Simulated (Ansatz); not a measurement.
# Band gap of K4I3Br (ordered model alloy, started on the KBr lattice) (Cmmm) from density functionals to GW

Aim: the gap of K4I3Br (ordered model alloy, started on the KBr lattice) (Cmmm) at several levels of theory on one structure, with the time that each takes.

Method: density functionals, hybrids and G0W0, plane waves, PAW, in Ansatz 0.2.0.

**1. The starting structure**

The structure is orthorhombic, space group Cmmm (No. 65). The conventional cell has a = 9.498 Å, b = 13.427 Å, c = 4.746 Å, α = 90.00°, β = 90.00°, γ = 90.00°. Nearest to K lie 2 Br at 3.28 Å and 4 I at 3.36 to 3.44 Å. K has 1 Br at 3.27 Å and 5 I at 3.36 to 3.44 Å nearest. I has 6 K at 3.36 Å nearest. Nearest to I lie 6 K at 3.44 Å. Br has 6 K at 3.27 to 3.28 Å nearest. It derives from KBr. Farther neighbours and most contacts between anions are not listed.

The structure was relaxed with LDA. The runs that relaxed it are not among those shown. Spin-orbit coupling is left out unless a step names it.

The logs state that the PAW files were generated under PBE.

**2. LDA on the 4×4×4 mesh**

Levels along a band path and on the mesh show where this functional puts the band edges.

This step: DFT, LDA, plane waves, PAW; PAW set soft_1.

Input file input.yaml:

```yaml
crystal:
  lattice:
    - [0.0021759663, 6.7141101044, 6.7137344387]
    - [6.7141101044, 0.0021759663, 6.7137344387]
    - [6.7162860707, 6.7162860707, 0.0]
  atoms:
    - { symbol: K, position: [0.0, 0.0, -0.0122916223] }
    - { symbol: K, position: [0.0, 0.0, 0.5122916223] }
    - { symbol: K, position: [0.0063358432, 0.5063358432, -0.0063358432] }
    - { symbol: K, position: [-0.0063358432, 0.4936641568, 0.5063358432] }
    - { symbol: K, position: [0.5063358432, 0.0063358432, -0.0063358432] }
    - { symbol: K, position: [0.4936641568, -0.0063358432, 0.5063358432] }
    - { symbol: K, position: [0.5, 0.5, -0.0122916223] }
    - { symbol: K, position: [0.5, 0.5, 0.5122916223] }
    - { symbol: I, position: [0.25, 0.25, 0.25] }
    - { symbol: I, position: [0.25, 0.25, 0.75] }
    - { symbol: I, position: [0.25, 0.75, 0.25] }
    - { symbol: Br, position: [0.25, 0.75, 0.75] }
    - { symbol: I, position: [0.75, 0.25, 0.25] }
    - { symbol: Br, position: [0.75, 0.25, 0.75] }
    - { symbol: I, position: [0.75, 0.75, 0.25] }
    - { symbol: I, position: [0.75, 0.75, 0.75] }
kpoints:
  mp_grid: { grid: [4, 4, 4] }
  band_path:
    path:
      - [[0.0, 0.0, 0.0], [0.5, 0.0, 0.0]]
      - [[0.0, 0.5, 0.0], [0.0, 0.0, 0.0], [0.0, 0.0, 0.5]]
      - [[0.5, 0.5, 0.5], [0.0, 0.0, 0.0]]
    npoints: 10
hamiltonian:
  xc: lda
  pseudopotentials: { kind: paw, azcp: { folder: soft_1 }, xc_functional: pbe }
scf:
  occupations: { method: fermi_dirac, width: 0.02 }
  n_extra_bands: 9
output:
  eigenvalues: true
  write_density: true
  write_potential: true
  elf: true
  volumetric_format: npy
```

Launch:

```
$ ansatz run input.yaml --threads 4 --pin off --max-ram 17510MiB --backend cpu --events-out ev --progress --plain --runs-dir out
```

Numbers of over 12 decimals in the logs are rounded to 6 here.

Log:

```text
scf.n_extra_bands = 9 over 94 filled bands (N_el = 188.0): the run solves 103 bands
Engine: ansatz 0.2.0, aarch64-unknown-linux-gnu
Pseudopotentials: kind: paw
Pseudopotential: K, paw, valence charge 9, recommended cutoff 420 eV (normal), soft_1/K.paw.azcp
Pseudopotential: I, paw, valence charge 17, recommended cutoff 420 eV (normal), soft_1/I.paw.azcp
Pseudopotential: Br, paw, valence charge 7, recommended cutoff 420 eV (normal), soft_1/Br.paw.azcp
Functional definition: SPW92
  exchange = slater_x
  correlation = pw_c
Crystal: 16 atoms, lattice volume = 605.300 Å³
Basis set: ecut = 420 eV, 11791 PW (Γ)
Bands: 103, of which v1, the nominal top of the filled ones, is band 94 counted from 1 (93 counted from 0)
Symmetry: 16 space group operations
Space group: Cmmm (ITA 65), of the structure as read, at distance tolerance 8.5e-5 Å
k-points: 18 of 64
Non-local potential: K, projectors of the file, l = 0: 3, l = 1: 2, l = 2: 2
Non-local potential: I, projectors of the file, l = 0: 2, l = 1: 2, l = 2: 2, l = 3: 1
Non-local potential: Br, projectors of the file, l = 0: 2, l = 1: 2, l = 2: 2
PAW form: soft (Blöchl's): semilocal exchange-correlation on the pseudo side does not see the compensation charge
PAW frozen core: K, regenerated for the run's functional, and the local potential with it (the file was generated under x = pbe(κ = 0.804, μ = 0.219515), c = pbe(β = 0.066725))
PAW frozen core: I, regenerated for the run's functional, and the local potential with it (the file was generated under x = pbe(κ = 0.804, μ = 0.219515), c = pbe(β = 0.066725))
PAW frozen core: Br, regenerated for the run's functional, and the local potential with it (the file was generated under x = pbe(κ = 0.804, μ = 0.219515), c = pbe(β = 0.066725))
PAW one-centre angular grid: K, 110 points (default); XC on 64 Gauss nodes
PAW one-centre angular grid: I, 590 points (default); XC on 64 Gauss nodes
PAW one-centre angular grid: Br, 110 points (default); XC on 64 Gauss nodes
Initial density: superposition of atomic densities (chi_scale 0.1, normalization cell, long waves kept (reshape's long-wave potential 0.02 eV rms))
Initial wavefunctions: pseudopotential atomic-orbital guess
Functional: x = slater, c = lda
SCF iter   1: F=—  HF=-61527.443419 eV  |F-HF|=—  |Δ(HF+E_count)|=         —  Δρ=4.28e-2  dr2=2.11e1  ethr=3.10e-3  ⟨swp⟩=9.5  Hψ=8655  notcnv=0
preconditioner: auto → Resta (q_TF=auto, 2.245 Å⁻¹)  ε∞=2.5  [insulator: Δε(μ)=2.437 eV  Ē_g=12.889 eV  σ=0.020 eV  W_gap=1.00  n_scr=112 (ndim 8)  ℏωp=16.0 eV  f_vac=0.000  D(μ)=0.00/eV (n_scr^D=0)  ε∞_Penn≈2.5]
SCF iter   2: F=—  HF=-61519.181378 eV  |F-HF|=—  |Δ(HF+E_count)|=    8.26e0  Δρ=1.26e-2  dr2=2.25e0  ethr=3.10e-3  ⟨swp⟩=5.3  Hψ=5409  notcnv=0  defer=56
SCF iter   3: F=—  HF=-61518.282265 eV  |F-HF|=—  |Δ(HF+E_count)|=   8.99e-1  Δρ=4.77e-3  dr2=1.91e-1  ethr=1.20e-3  ⟨swp⟩=3.8  Hψ=3213  notcnv=0  defer=56
SCF iter   4: F=—  HF=-61518.250100 eV  |F-HF|=—  |Δ(HF+E_count)|=   3.22e-2  Δρ=8.53e-4  dr2=8.77e-3  ethr=1.02e-4  ⟨swp⟩=4.1  Hψ=3213  notcnv=0  defer=58
SCF iter   5: F=—  HF=-61518.248660 eV  |F-HF|=—  |Δ(HF+E_count)|=   1.44e-3  Δρ=2.25e-4  dr2=3.91e-4  ethr=4.66e-6  ⟨swp⟩=2.3  Hψ=3235  notcnv=0  defer=56
SCF iter   6: F=—  HF=-61518.249042 eV  |F-HF|=—  |Δ(HF+E_count)|=   3.83e-4  Δρ=4.78e-5  dr2=1.80e-5  ethr=2.08e-7  ⟨swp⟩=2.0  Hψ=2338  notcnv=0  defer=56
SCF iter   7: F=—  HF=-61518.249418 eV  |F-HF|=—  |Δ(HF+E_count)|=   3.76e-4  Δρ=1.54e-5  dr2=1.88e-6  ethr=9.57e-9  ⟨swp⟩=2.0  Hψ=3379  notcnv=0  defer=56
SCF iter   8: F=-61518.249418 eV  HF=-61518.249418 eV  |F-HF|=8.17e-8  |Δ(HF+E_count)|=   5.75e-7  Δρ=3.36e-6  dr2=6.23e-8  ethr=5.32e-11  ⟨swp⟩=14.2  Hψ=11931  notcnv=0
SCF 1 converged in 8 iterations: F = -61518.249418 eV  dr2 = 6.23e-8
[...]
NSCF: frozen V_eff on 43 k-points
SCF converged after 8 iterations
Free energy (F): -61518.249418 eV
Harris-Foulkes:  -61518.249418 eV  (|F-HF|=8.17e-8)
Internal energy: -61518.249418 eV  (E = F + TS)
E sigma→0 (E₀):  -61518.249418 eV
Fermi energy:    4.688501 eV
--- Per-component energies (eV) ---
  E_band       = -3277.930182
  E_kinetic    = 3266.473714
  E_local      = -19365.734298  (includes V_loc(G=0)·N_el)
  E_nonlocal   = 967.480582
  E_hartree    = 8162.929181
  E_xc         = -2103.431293
  E_vxc        = -2203.353014  (∫ρ·V_xc dr)
  E_paw        = -38169.824931  (= ΣΔE_a)
  E_vpaw       = -2268.643176  (= ΣTr[D̂ρ^β])
  E_aug_tail   = -0.014821  (compensation charges beyond the density's cutoff)
  E_ewald      = -14283.287720
  E_core_change = 7.160167  (= ΣΔE_core)
  E_smearing   = -0.000000  (= −TS)
  E_closure    = -0.000000  (closes the sum)
  Σ components = -61518.249418   (vs F -61518.249418, Δ=0.00e0)
--- Band table (eV; the first three rows and the last of 18) ---
  k-point 0: bands = [... 90 lower, 2.4578, 2.7140, 2.7604, 2.8011, 6.5656, 7.3320, 7.3455, 7.3476, ... 5 higher]
  k-point 1: bands = [... 90 lower, 2.4314, 2.4440, 2.6943, 2.7510, 7.0050, 7.6133, 7.6173, 7.6366, ... 5 higher]
  k-point 2: bands = [... 90 lower, 2.3816, 2.4414, 2.6369, 2.6932, 7.6904, 7.8431, 8.1339, 8.2171, ... 5 higher]
  k-point 17: bands = [... 90 lower, 2.3634, 2.4772, 2.4797, 2.6560, 7.8409, 7.9712, 8.0665, 8.1747, ... 5 higher]
```

The job ended after 45 s (4 threads of Arm Neoverse V1, shared host; peak memory 2.4 GiB; 3 min of CPU time).

Reading the cycles: dr2 is the Hartree energy of the density residual (eV), the measure of convergence; HF is the Harris–Foulkes estimate of the energy, which meets the free energy F at convergence.

This step gave:

```
filled bands         : 94
gap                  : 3.764 eV
valence top at       : Γ
conduction bottom at : Γ
least direct gap     : 3.764 eV
```

Over mesh and path the gap is 3.764 eV, in a supercell, where edges may be folded.

**3. r2SCAN on the 4×4×4 mesh**

r2SCAN is a meta-GGA: it depends on the kinetic-energy density as well as on the density and its gradient.

This step: DFT, r2SCAN, plane waves, PAW; PAW set soft_1.

input.yaml, as its differences from that of step 2:

```diff
@@ -26,11 +26,13 @@
     path:
-      - [[0.0, 0.0, 0.0], [0.5, 0.0, 0.0]]
-      - [[0.0, 0.5, 0.0], [0.0, 0.0, 0.0], [0.0, 0.0, 0.5]]
-      - [[0.5, 0.5, 0.5], [0.0, 0.0, 0.0]]
-    npoints: 10
+      - [0.0, 0.0, 0.0]
+      - [0.5, 0.0, 0.0]
+      - [0.0, 0.5, 0.0]
+      - [0.0, 0.0, 0.5]
+      - [0.5, 0.5, 0.5]
+    npoints: 1
 hamiltonian:
-  xc: lda
-  pseudopotentials: { kind: paw, azcp: { folder: soft_1 }, xc_functional: pbe }
+  xc: r2scan
+  pseudopotentials: { kind: paw, azcp: { folder: soft_1 } }
 scf:
-  occupations: { method: fermi_dirac, width: 0.02 }
+  occupations: { method: fixed }
   n_extra_bands: 9
```

Log:

```text
[...]
Crystal: 16 atoms, lattice volume = 605.300 Å³
Basis set: ecut = 500 eV, 15353 PW (Γ), exchange–correlation on 288×288×288 points (64 copies of the dense FFT grid, shifted against one another)
Bands: 103, of which v1, the nominal top of the filled ones, is band 94 counted from 1 (93 counted from 0)
[... 1 set-up line as in the run before ...]
[...]
k-points: 18 of 64
[...]
SCF iter   1: F=—  HF=-63129.868701 eV  |F-HF|=—  |Δ(HF+E_count)|=         —  Δρ=4.09e-2  dr2=1.83e1  dr2_τ=4.07e-1  ethr=3.10e-3  ⟨swp⟩=5.3  Hψ=7251  notcnv=0  defer=108
[...]
SCF iter   8: F=-63122.193665 eV  HF=-63122.193665 eV  |F-HF|=1.41e-7  |Δ(HF+E_count)|=   4.53e-8  Δρ=3.82e-6  dr2=7.37e-8  dr2_τ=4.14e-9  ethr=5.32e-11  ⟨swp⟩=15.3  Hψ=12540  notcnv=0
SCF 1 converged in 8 iterations: F = -63122.193665 eV  dr2 = 7.37e-8
[...]
NSCF: frozen V_eff on 5 k-points
SCF converged after 8 iterations
Free energy (F): -63122.193665 eV
[...]
Internal energy: -63122.193665 eV  (E = F + TS)
E sigma→0 (E₀):  -63122.193665 eV
Fermi energy:    2.737801 eV
[...]
--- Band table (eV; the first three rows and the last of 18) ---
  k-point 0: bands = [... 90 lower, 2.4035, 2.6446, 2.6944, 2.7378, 7.5230, 7.9480, 7.9635, 7.9649, ... 5 higher]
  k-point 1: bands = [... 90 lower, 2.3891, 2.3918, 2.6323, 2.6920, 7.9322, 8.2382, 8.2417, 8.2633, ... 5 higher]
  k-point 2: bands = [... 90 lower, 2.3206, 2.3863, 2.5808, 2.6396, 8.5378, 8.6698, 8.7792, 8.8965, ... 5 higher]
  k-point 17: bands = [... 90 lower, 2.2957, 2.4115, 2.4137, 2.6018, 8.4690, 8.8293, 8.8956, 8.9872, ... 5 higher]
```

Run time: 53 s. Hardware: 4 threads; peak memory 3.7 GiB.

This step gave:

* gap: 4.785 eV
* valence top at: Γ
* conduction bottom at: Γ
* least direct gap: 4.785 eV

Over mesh and listed points the gap is 4.785 eV, in a supercell, where edges may be folded. r2SCAN against LDA: 4.785 − 3.764 = +1.021 eV. The runs also differ in plane-wave cutoff (420 eV and 500 eV), so how much of this comes from the functional alone is not known.

**4. HSE06 on the 2×2×2 mesh**

HSE06 mixes in a quarter of exact exchange at short range.

This step: DFT, HSE06, plane waves, PAW; PAW set soft_1.

input.yaml, as its differences from that of step 3:

```diff
@@ -23,3 +23,3 @@
 kpoints:
-  mp_grid: { grid: [4, 4, 4] }
+  mp_grid: { grid: [2, 2, 2] }
   band_path:
@@ -33,3 +33,3 @@
 hamiltonian:
-  xc: r2scan
+  xc: hse06
   pseudopotentials: { kind: paw, azcp: { folder: soft_1 } }
@@ -40,5 +40 @@
   eigenvalues: true
-  write_density: true
-  write_potential: true
-  elf: true
-  volumetric_format: npy
```

Log:

```text
[...]
davidson cushion auto → on  (no smearing: the cushion is to keep the highest requested band from converging to the state above it; pin scf.eigensolver.cushion to override)
Crystal: 16 atoms, lattice volume = 605.300 Å³
Basis set: ecut = 420 eV, 11791 PW (Γ)
Bands: 103, of which v1, the nominal top of the filled ones, is band 94 counted from 1 (93 counted from 0)
[... 1 set-up line as in the run before ...]
[...]
k-points: 5 of 8
[...]
E sigma→0 (E₀):  -63011.351013 eV
Fermi energy:    2.359088 eV
[...]
--- Band table (eV; the first three rows and the last of 5) ---
  k-point 0: bands = [... 90 lower, 2.0079, 2.2616, 2.3141, 2.3591, 7.5267, 8.1413, 8.1590, 8.1600, ... 5 higher]
  k-point 1: bands = [... 90 lower, 1.9257, 1.9906, 2.1983, 2.2567, 8.6216, 8.7360, 8.9572, 9.0827, ... 5 higher]
  k-point 2: bands = [... 90 lower, 2.0457, 2.0457, 2.1291, 2.1291, 8.6437, 8.6437, 9.0355, 9.0355, ... 5 higher]
  k-point 4: bands = [... 90 lower, 1.8832, 2.0193, 2.0217, 2.2144, 8.6678, 8.9482, 9.0213, 9.0530, ... 5 higher]
[key lines of the parts left out:]
Free energy (F): -63011.351013 eV
```

Elapsed: 3.9 min, on 4 threads; peak memory 7.8 GiB.

Numbers from this step:

- gap: 5.168 eV
- valence top at: Γ
- conduction bottom at: Γ
- least direct gap: 5.168 eV
- exact-exchange fraction: 0.25

Over mesh and listed points the gap is 5.168 eV, in a supercell, where edges may be folded. HSE06 against LDA: 5.168 − 3.764 = +1.404 eV. The runs also differ in mesh (4×4×4 and 2×2×2), so how much of this comes from the functional alone is not known.

**5. G0W0@LDA, 2×2×2 mesh, 1077 empty bands, screening to 85 eV, PAW set soft_1 files**

G0W0 replaces the xc potential by a self-energy built once from the orbitals of the start. Levels are corrected in the window of bands that the input names, at points of the mesh.

This step: G0W0 on LDA, plane waves, PAW; PAW set soft_1.

input.yaml, as its differences from that of step 4:

```diff
@@ -24,17 +24,12 @@
   mp_grid: { grid: [2, 2, 2] }
-  band_path:
-    path:
-      - [0.0, 0.0, 0.0]
-      - [0.5, 0.0, 0.0]
-      - [0.0, 0.5, 0.0]
-      - [0.0, 0.0, 0.5]
-      - [0.5, 0.5, 0.5]
-    npoints: 1
 hamiltonian:
-  xc: hse06
-  pseudopotentials: { kind: paw, azcp: { folder: soft_1 } }
+  xc: lda
+  pseudopotentials: { kind: paw, azcp: { folder: soft_1 }, xc_functional: pbe }
 scf:
   occupations: { method: fixed }
-  n_extra_bands: 9
-output:
-  eigenvalues: true
+gw:
+  n_empty_bands: 1077
+  ecut_chi: 85.0
+  qp_bands: [v4, c4]
+  qp_kpoints: band_edges
+  screening: { model: contour_deformation }
```

Log:

```text
[...]
Crystal: 16 atoms, lattice volume = 605.300 Å³
Basis set: ecut = 420 eV, 11791 PW (Γ)
Bands: 113, of which v1, the nominal top of the filled ones, is band 94 counted from 1 (93 counted from 0)
[... 1 set-up line as in the run before ...]
[...]
k-points: 5 of 8
[...]
0    98      7.3480    -3.5167    -3.2033    -7.7688  0.8403     8.4086     8.3968  root
[...]
4    95      7.8413    -3.7535    -3.3240    -8.1906  0.8366     8.9685     8.9543  root
     4    96      7.9716    -5.2521    -3.4103    -9.8027  0.8358     9.1270     9.1119  root
     4    97      8.0671    -5.4411    -3.4393   -10.0142  0.8344     9.2156     9.2008  root
     4    98      8.1750    -3.4677    -3.3499    -7.9643  0.8379     9.3372     9.3217  root
[key lines of the parts left out:]
SCF converged after 8 iterations
Free energy (F): -61518.236316 eV
Fermi energy:    2.803343 eV
```

It took 15 min on 4 threads; peak memory 13 GiB; 57 min of CPU time.

This step gave:

| Property | Result |
| --- | --- |
| bands summed | 1171 |
| RPA ε∞ on this mesh (eigenvalues) | 2.887, 2.887, 2.895 |
| plane waves in the screening matrix | 1067 |
| G0W0 gap over the corrected points | 5.948 eV |
| k of the valence top | 0, 0, 0 |
| k of the conduction bottom | 0, 0, 0 |
| starting gap on the mesh | 3.763 eV |
| Z at the valence top | 0.8001 |
| Z at the conduction bottom | 0.8433 |
| least direct G0W0 gap over the corrected points | 5.948 eV |

Over all 5 irreducible mesh points the G0W0 gap is 5.948 eV, in a supercell, where edges may be folded. The LDA gap of this run on the mesh is 3.763 eV. The two states that bound the G0W0 gap lie that far apart at the start, so the correction of the gap is 5.948 − 3.763 = +2.185 eV.

**6. Gap and time by level**

Each gap is the least one over the points named; times are wall times on shared hosts, not benchmarks. A G0W0 time includes the run's own self-consistent start. Runs with listed points see these and the mesh alone, so an edge that moves elsewhere is missed. Rows marked * are further runs, not shown as steps, whose inputs differ from the G0W0 step on the same start in the columns given; solver thresholds can differ too.

| level | mesh | files, cutoff | bands summed, screening | points | gap (eV) | valence top | conduction bottom | least direct gap (eV) | time |
| --- | --- | --- | --- | --- | --- | --- | --- | --- | --- |
| LDA | 4×4×4 | soft_1 PAW, 420 eV | - | mesh and path | 3.764 | Γ | Γ | 3.764 | 45 s |
| r2SCAN | 4×4×4 | soft_1 PAW, 500 eV | - | mesh and listed points | 4.785 | Γ | Γ | 4.785 | 53 s |
| HSE06 | 2×2×2 | soft_1 PAW, 420 eV | - | mesh and listed points | 5.168 | Γ | Γ | 5.168 | 3.9 min |
| G0W0@LDA* | 2×2×2 | soft_1 PAW, 420 eV | 366, 34 eV | all 5 irreducible mesh points | 5.626 | Γ | Γ | 5.626 | 1.9 min |
| G0W0@LDA | 2×2×2 | soft_1 PAW, 420 eV | 1171, 85 eV | all 5 irreducible mesh points | 5.948 | Γ | Γ | 5.948 | 15 min |

**7. Summary of results**

```yaml
lda_over_mesh_and_path: 3.764 eV
r2scan_over_mesh_and_listed_points: 4.785 eV
hse06_over_mesh_and_listed_points: 5.168 eV
g0w0_lda_1171_bands_2x2x2_over_all_5_irreducible_mesh_points: 5.948 eV
known_limits: finite bands, screening cutoff and k mesh; no spin-orbit coupling in G0W0; folded zone; screening cutoff under 40 eV in some runs
```

The rows run from 3.764 eV (LDA) to 5.948 eV (G0W0@LDA (1171 bands, 2×2×2)). They differ in mesh, plane-wave cutoff, bands and screening cutoff of G0W0 and the points over which the gap was sought as well as in level, so only pairs that share these are like for like. No two rows share mesh, files, cutoffs and edge points. G0W0@LDA (1171 bands, 2×2×2) moves the gap of its own start on the mesh by 5.948 − 3.763 = +2.185 eV, between the same two levels. No level off the mesh was corrected, so the G0W0 gap over the whole zone is not known from these runs. For G0W0@LDA: from 366 bands and 34 eV to 1171 bands and 85 eV the gap moves by 5.948 − 5.626 = +0.322 eV; bands and screening cutoff rise together, so their parts are not told apart. Two runs can't test a law of convergence, so the limit is not known. The G0W0 runs are scalar-relativistic; no run with spin-orbit coupling is shown, so its effect in this cell, which holds I, is not known. The cell of 16 atoms is not primitive: within 0.02 Å a cell of 8 atoms repeats. Its zone is folded, so k points refer to this cell and don't show whether the crystal's gap is direct. No pair of G0W0 runs that differ in the mesh alone is shown (2×2×2 is a supercell whose nearest images lie 19 Å apart), so the error from the mesh is not known here. G0W0 is shown with one set of atomic data (soft_1 PAW), so the error from the files is not known here. A screening cutoff under 40 eV is crude: G0W0@LDA with 366 bands at 34 eV. Failed or unusable runs of this series, left out of the table: LDA+SOC (4×4×4 mesh, soft_1 PAW files, 420 eV) reached its time limit after 5.2 min.

[Paths, hosts, dates, memory and timing lines, banners, echoed tables and standing remarks are left out of the program output.]

[Logs are printed without paths, hosts, clocks, repeated set-up lines and the standing remarks that a program may print on its own settings, such as how far it seeks lower states.]

[Runs of the session that timed out or met a known fault of the program may be left out.]

[Cells called generated may have been cut or substituted from an entry of the Crystallography Open Database or the Materials Project.]

[Hosts, paths, dates, database ids (printed as entryN), source tags and the programs' standing remarks are cut or masked in the printed files.]

[Where an RPA ε∞ is given, it is that of the G0W0 mesh and is not shown converged in it. Names of k-points follow the symmetry that the program found, which can be lower than the space group named. Band edges on a path are those of the sampled points; other points can move an edge, and change direct to indirect where valleys lie close.]

[Hybrid gaps are those of their k-mesh and are not shown converged in it.]
